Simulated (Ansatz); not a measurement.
## PbTe (Fm-3m): birefringence under uniaxial strain

Cubic PbTe (Fm-3m) is strained along the cube axis z = [001] with x and y held fixed, and the static electronic response is computed along x and z.

Cell: a, b, c = 4.569, 4.569, 4.569 Å (primitive vectors), 2 atoms.

Method: Ansatz 0.2.0, PBE, independent particles, k-mesh 6×6×6 with interpolation inside its cells, Gaussian parameter 0.1 eV.

Launch of the response step: `ansatz run input.yaml --threads 4 --pin off --max-ram 8192MiB --backend cpu --events-out ev --progress --plain --runs-dir out`. The series took 2.3 min in all, on 4 threads of Arm Neoverse V1 (shared host).

| strain along z (%) | ε∞ along x | ε∞ along z | ε_z − ε_x |
| --- | --- | --- | --- |
| -2.0 | 29.7831 | 31.5777 | +1.7946 |
| -1.0 | 29.4851 | 30.3628 | +0.8777 |
| +0.0 | 29.2474 | 29.2474 | +0.0000 |
| +1.0 | ? | ? | ? |
| +2.0 | 28.9012 | 27.2629 | -1.6383 |
| +3.0 | 28.7767 | 26.3754 | -2.4013 |

To first order the splitting is linear in the strain, ε_z − ε_x = −ε² (p₁₁ − p₁₂) · strain.

Working, on the rows shown:

| x = strain | y = ε_z − ε_x |
| --- | --- |
| -0.02 | 1.7946 |
| -0.01 | 0.8777 |
| 0 | 0 |
| 0.02 | -1.6383 |
| 0.03 | -2.4013 |

Means: x̄ = 0.004, ȳ = -0.27346. Σ(x − x̄)(y − ȳ) = -0.144, Σ(x − x̄)² = 0.00172. Slope = -0.144 / 0.00172 = -83.72; intercept = ȳ − slope · x̄ = 0.061435. The line misses the rows shown by at most 0.061.

**Question.** Predict the last column of the withheld row from the fit.

**Answer.** At x = 0.01 the line gives y = -0.7758. The run gave -0.8381, so the interpolation is off by 0.062, 1.5 % of the range in the table.

Between the rows on either side of x = 0 the slope is (-0.8381 − 0.8777) / (0.01 − (-0.01)) = -85.79. So p₁₁ − p₁₂ = +85.79 / 29.25² = +0.100, and 1 % of strain gives n_z − n_x = -0.0793. These are long-wavelength values at fixed fractional positions; over small gaps they hang strongly on the gap. Excitons are left out and so are local fields. Spin-orbit coupling is left out.
